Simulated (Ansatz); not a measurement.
Input of an Ansatz 0.2.0 run:

Contents of input.yaml:

```yaml
crystal:
  lattice:
    - [0.0, 1.9609, 1.9609]
    - [1.9609, 0.0, 1.9609]
    - [1.9609, 1.9609, 0.0]
  atoms:
    - { symbol: Pt, position: [0.0, 0.0, 0.0] }
hamiltonian:
  xc: pbe
  pseudopotentials: { kind: paw }
kpoints:
  mp_grid: { grid: [12, 12, 12] }
scf:
  occupations: { method: gaussian, width: 0.011 }
output:
  forces: true
  stress: true
  eigenvalues: true
```

Potentials or basis: Ansatz PAW.

Command:

```console
$ ansatz run input.yaml --threads 2 --pin off --max-ram 5632MiB --backend cpu --events-out ev --progress --plain --runs-dir out
```

Q: Estimate the pressure.

A: 10.2 GPa.

Q: Predict the band gap on the k mesh.

A: None (metal or under the smearing width).

Spin-orbit coupling is left out, which matters for the levels of Pt.
